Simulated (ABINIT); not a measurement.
# HfN (Fm-3m) in ABINIT: a series of runs

Runs on HfN. Level: PBE. Tasks: single point.

Program: ABINIT 10.8.3 (patched build). These are calculated values, not measurements. Logs are shortened: lines on timing, memory, paths and dates and some standing lists are left out, and cuts for length are marked. The log counts tension as positive stress, the text compression.

## Step 1: The structure

The structure is cubic, space group Fm-3m (No. 225). The conventional cell has a = 4.512 Å, b = 4.512 Å, c = 4.512 Å, α = 90.00°, β = 90.00°, γ = 90.00°. Around Hf (site symmetry m-3m) lie 6 N at 2.26 Å. N (site symmetry m-3m) has 6 Hf at 2.26 Å as nearest neighbours.

## Step 2: Single point, PBE

Contents of run.abi:

```
pp_dirpath "./"
pseudos "Hf.GGA_PBE-JTH.xml, N.GGA_PBE-JTH.xml"

acell 3*1.0 Angstrom
rprim
     0.0000000000     2.2560000000     2.2560000000
     2.2560000000     0.0000000000     2.2560000000
     2.2560000000     2.2560000000     0.0000000000
ntypat 2
znucl 72 7
natom 2
typat 1 2
xred
     0.0000000000     0.0000000000     0.0000000000
     0.5000000000     0.5000000000     0.5000000000

ecut 25.0
pawecutdg 47.0

kptopt 1
ngkpt 8 8 8
nshiftk 1
shiftk 0.0 0.0 0.0

ixc 11

nband 13
occopt 3
tsmear 0.05 eV

nstep 100
tolvrs 1.0e-9

iomode 3
prtwf 0
prtden 0
prteig 0
prtebands 0
enunit 2
```

Potentials or basis: JTH PAW PBE v2.0.

The run is started by

```bash
$ abinit run.abi > log 2>&1
```

run.abo:

```text
.Version 10.8.3 of ABINIT
 Symmetries : space group Fm -3 m (#225); Bravais cF (face-center cubic)
================================================================================
 Values of the parameters that define the memory need of the present run
     intxc =       0    ionmov =       0      iscf =      17    lmnmax =      18
     lnmax =       6     mgfft =      30  mpssoang =       3    mqgrid =    3001
     natom =       2  nloc_mem =       2    nspden =       1   nspinor =       1
    nsppol =       1      nsym =      48    n1xccc =       1    ntypat =       2
    occopt =       3   xclevel =       2
       mpw =         938          nfft =       27000          nkpt =          29
 PAW method is used; the additional fine FFT grid is defined by:
   mgfftf=        40    nfftf =     64000
================================================================================
================================================================================

--------------------------------------------------------------------------------
------------- Echo of variables that govern the present computation ------------
--------------------------------------------------------------------------------
 -outvars: echo values of preprocessed input variables --------
            acell      1.8897261259E+00  1.8897261259E+00  1.8897261259E+00 Bohr
              amu      1.78490000E+02  1.40067400E+01
             ecut      2.50000000E+01 Hartree
           enunit           2
              ixc          11
         kptrlatt        8    0    0      0    8    0      0    0    8
          kptrlen      4.82328526E+01
            natom           2
            nband          13
            ngfft          30      30      30
          ngfftdg          40      40      40
             nkpt          29
            nstep         100
             nsym          48
           ntypat           2
           occopt           3
        pawecutdg      4.70000000E+01 Hartree
         pawxcdev           0
           prtden           0
        prtebands           0
           prteig           0
            prtwf           0
            rprim      0.0000000000E+00  2.2560000000E+00  2.2560000000E+00
                       2.2560000000E+00  0.0000000000E+00  2.2560000000E+00
                       2.2560000000E+00  2.2560000000E+00  0.0000000000E+00
          spgroup         225
           tolvrs      1.00000000E-09
           tsmear      1.83746611E-03 Hartree
            typat      1  2
           useylm           1
           xangst      0.0000000000E+00  0.0000000000E+00  0.0000000000E+00
                       2.2560000000E+00  2.2560000000E+00  2.2560000000E+00
            xcart      0.0000000000E+00  0.0000000000E+00  0.0000000000E+00
                       4.2632221400E+00  4.2632221400E+00  4.2632221400E+00
             xred      0.0000000000E+00  0.0000000000E+00  0.0000000000E+00
                       5.0000000000E-01  5.0000000000E-01  5.0000000000E-01
            znucl       72.00000    7.00000

[... 149 lines left out ...]

 cartesian forces (eV/Angstrom) at end:
    1     -0.00000000000000    -0.00000000000000    -0.00000000000000
    2     -0.00000000000000    -0.00000000000000    -0.00000000000000
 frms,max,avg= 0.0000000E+00 0.0000000E+00   0.000E+00  0.000E+00  0.000E+00 e/A
 length scales=  1.889726125908  1.889726125908  1.889726125908 bohr
              =  1.000000000000  1.000000000000  1.000000000000 angstroms
 Fermi (or HOMO) energy (hartree) =   0.09038   Average Vxc (hartree)=  -0.47342
 Eigenvalues (hartree) for nkpt=  29  k points:
 kpt#   1, nband= 13, wtk=  0.00195, kpt=  0.0000  0.0000  0.0000 (reduced coord)
  -2.21532   -1.05337   -1.05337   -1.05337   -0.55354   -0.02067   -0.02067   -0.02067
   0.07751    0.07751    0.07751    0.15764    0.16316
      occupation numbers for kpt#   1
   2.00000    2.00000    2.00000    2.00000    2.00000    2.00000    2.00000    2.00000
   1.99818    1.99818    1.99818    0.00000    0.00000
 prteigrs : prtvol=0 or 1, do not print more k-points.

 Fermi (or HOMO) energy (eV) =   2.45935   Average Vxc (eV)= -12.88253
 Eigenvalues (   eV  ) for nkpt=  29  k points:
 kpt#   1, nband= 13, wtk=  0.00195, kpt=  0.0000  0.0000  0.0000 (reduced coord)
 -60.28206  -28.66354  -28.66354  -28.66354  -15.06254   -0.56248   -0.56248   -0.56248
   2.10921    2.10921    2.10921    4.28966    4.43986
 prteigrs : prtvol=0 or 1, do not print more k-points.

--- !EnergyTerms
iteration_state     : {dtset: 1, }
comment             : Components of total free energy in Hartree
kinetic             :  1.13979847565981E+01
hartree             :  6.05928780678672E+00
xc                  : -1.18199603641773E+01
Ewald energy        : -5.31059376545141E+01
psp_core            :  1.05226017666266E+01
local_psp           : -4.40107465603300E+00
PAW spherical_terms : -1.88435972202586E+01
internal            : -6.01906955649716E+01
'-kT*entropy'       : -2.48031237330153E-04
total_energy        : -6.01909435962089E+01
total_energy_eV     : -1.63787901470650E+03
...

--- !EnergyTermsDC
iteration_state     : {dtset: 1, }
comment             : '"Double-counting" decomposition of free energy'
band_energy         : -1.25002332465246E+01
Ewald energy        : -5.31059376545141E+01
psp_core            :  1.05226017666266E+01
xc_dc               : -1.06475519736480E+01
PAW spherical_terms :  5.54042272489663E+00
internal            : -6.01906983831634E+01
'-kT*entropy'       : -2.48031237330153E-04
total_energy_dc     : -6.01909464144008E+01
total_energy_dc_eV  : -1.63787909139340E+03
...

--- !EnergyTermsWithPAWCore
iteration_state     : {dtset: 1, }
comment             : 'Components of total free energy, including PAW core contributions'
Total energy        : -1.51333726294119E+04
Total energy DC     : -1.51333726322301E+04
Total energy (eV)   : -4.11800047823286E+05
Total energy DC (eV): -4.11800047899972E+05
...

 Cartesian components of stress tensor (hartree/bohr^3)
  sigma(1 1)= -1.63492634E-04  sigma(3 2)=  0.00000000E+00
  sigma(2 2)= -1.63492634E-04  sigma(3 1)=  0.00000000E+00
  sigma(3 3)= -1.63492634E-04  sigma(2 1)=  0.00000000E+00

-Cartesian components of stress tensor (GPa)         [Pressure=  4.8101E+00 GPa]
- sigma(1 1)= -4.81011935E+00  sigma(3 2)=  0.00000000E+00
- sigma(2 2)= -4.81011935E+00  sigma(3 1)=  0.00000000E+00
- sigma(3 3)= -4.81011935E+00  sigma(2 1)=  0.00000000E+00

== END DATASET(S) ==============================================================
================================================================================

 -outvars: echo values of variables after computation  --------
            acell      1.8897261259E+00  1.8897261259E+00  1.8897261259E+00 Bohr
           etotal     -6.0190946414E+01
            fcart     -0.0000000000E+00 -0.0000000000E+00 -0.0000000000E+00
                      -0.0000000000E+00 -0.0000000000E+00 -0.0000000000E+00
            rprim      0.0000000000E+00  2.2560000000E+00  2.2560000000E+00
                       2.2560000000E+00  0.0000000000E+00  2.2560000000E+00
                       2.2560000000E+00  2.2560000000E+00  0.0000000000E+00
           strten     -1.6349263378E-04 -1.6349263378E-04 -1.6349263378E-04
                       0.0000000000E+00  0.0000000000E+00  0.0000000000E+00
           xangst      0.0000000000E+00  0.0000000000E+00  0.0000000000E+00
                       2.2560000000E+00  2.2560000000E+00  2.2560000000E+00
             xred      0.0000000000E+00  0.0000000000E+00  0.0000000000E+00
                       5.0000000000E-01  5.0000000000E-01  5.0000000000E-01
 Calculation completed.
```

Run time: 16 s. Hardware: 1 thread of Arm Neoverse V2, shared host; peak memory 0.12 GiB.

What came out:

| Quantity | Value |
| --- | --- |
| Free energy | -1637.8791 eV |
| Band gap on the k mesh | none (metal or under the smearing width) |
| Valence electrons inside the program's atomic spheres | Hf 9.68; N 2.58 |

Caveat: the cutoff is too short for stress, so the log's stress isn't used. The run has no spin-orbit coupling, so splittings on Hf are missing.

## Step 3: Single point, PBE

Contents of run.abi:

```
pp_dirpath "./"
pseudos "Hf.GGA_PBE-JTH.xml, N.GGA_PBE-JTH.xml"

acell 6.0291065658 6.0291065658 6.0291065658
rprim
     0.0000000000     0.7071067812     0.7071067812
     0.7071067812     0.0000000000     0.7071067812
     0.7071067812     0.7071067812     0.0000000000
ntypat 2
znucl 72 7
natom 2
typat 1 2
xred
     0.0000000000     0.0000000000     0.0000000000
     0.5000000000     0.5000000000     0.5000000000

ecut 680.284656 eV
pawecutdg 47.0

kptopt 1
ngkpt 13 13 13
nshiftk 1
shiftk 0.0 0.0 0.0

ixc 11

nband 13
occopt 3
tsmear 0.00183747

nstep 100
tolvrs 1.0e-9

iomode 3
prtwf 0
prteig 0
prtebands 0
enunit 2
prtden 1
prtvha 1
prtvclmb 1
prtpot 1
```

Potentials or basis: JTH PAW PBE v2.0.

The run is started by

```bash
$ abinit run.abi > log 2>&1
```

run.abo:

```text
.Version 10.8.3 of ABINIT
 Symmetries : space group Fm -3 m (#225); Bravais cF (face-center cubic)
================================================================================
 Values of the parameters that define the memory need of the present run
     intxc =       0    ionmov =       0      iscf =      17    lmnmax =      18
     lnmax =       6     mgfft =      30  mpssoang =       3    mqgrid =    3001
     natom =       2  nloc_mem =       2    nspden =       1   nspinor =       1
    nsppol =       1      nsym =      48    n1xccc =       1    ntypat =       2
    occopt =       3   xclevel =       2
       mpw =         938          nfft =       27000          nkpt =          84
 PAW method is used; the additional fine FFT grid is defined by:
   mgfftf=        40    nfftf =     64000
================================================================================
================================================================================

--------------------------------------------------------------------------------
[... 270 lines left out ...]
- sigma(1 1)= -4.55801688E+00  sigma(3 2)=  0.00000000E+00
- sigma(2 2)= -4.55801688E+00  sigma(3 1)=  0.00000000E+00
- sigma(3 3)= -4.55801688E+00  sigma(2 1)=  0.00000000E+00

== END DATASET(S) ==============================================================
================================================================================

 -outvars: echo values of variables after computation  --------
            acell      6.0291065658E+00  6.0291065658E+00  6.0291065658E+00 Bohr
           etotal     -6.0191465128E+01
            fcart     -0.0000000000E+00 -0.0000000000E+00 -0.0000000000E+00
                      -0.0000000000E+00 -0.0000000000E+00 -0.0000000000E+00
            rprim      0.0000000000E+00  7.0710678120E-01  7.0710678120E-01
                       7.0710678120E-01  0.0000000000E+00  7.0710678120E-01
                       7.0710678120E-01  7.0710678120E-01  0.0000000000E+00
           strten     -1.5492384493E-04 -1.5492384493E-04 -1.5492384493E-04
                       0.0000000000E+00  0.0000000000E+00  0.0000000000E+00
           xangst      0.0000000000E+00  0.0000000000E+00  0.0000000000E+00
                       2.2559999985E+00  2.2559999985E+00  2.2559999985E+00
             xred      0.0000000000E+00  0.0000000000E+00  0.0000000000E+00
                       5.0000000000E-01  5.0000000000E-01  5.0000000000E-01
 Calculation completed.
```

It took 64 s on 1 thread of Arm Neoverse V1, shared host; peak memory 0.15 GiB.

Results:

| Quantity | Value |
| --- | --- |
| Free energy | -1637.8932 eV |
| Band gap on the k mesh | none (metal or under the smearing width) |
| Valence electrons inside the program's atomic spheres | Hf 9.68; N 2.58 |

Caveat: the cutoff is too short for stress, so the log's stress isn't used.
